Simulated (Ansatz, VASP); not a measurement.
## Sc: VASP beside Ansatz

```
Sc
1.0
    -1.91721    1.91721    1.71760
     1.91721   -1.91721    1.71760
     1.91721    1.91721   -1.71760
Sc
1
Cartesian
  0.0000 0.0000 0.0000
```

This isn't the form of Sc at room conditions, which is hcp.

Alike in both runs: task single point; functional PBE; k mesh 20 × 20 × 20; occupations gaussian, width 0.15 eV; no spin polarisation.

|  | VASP | Ansatz |
| --- | --- | --- |
| version | VASP 6.6.1 | Ansatz 0.2.0 |
| potentials or method | VASP PAW PBE potentials, release 64 (Sc_sv) | scalar-relativistic, plane waves, PAW |
| plane-wave cutoff (eV) | 520 | 420 |
| valence electrons in the cell | 11 | 11 |

```csv
,VASP,Ansatz,Ansatz less VASP
gap on the k mesh at the Fermi level (eV),none,none,-
pressure (GPa),-0.8,-0.8,+0.01
largest component of the traceless stress (GPa),0.76,0.76,+0.003
```

A gap of «none» marks a metal or a gap that the smearing closes. With one functional, cell and mesh, what is left measures potentials, basis and numerics.
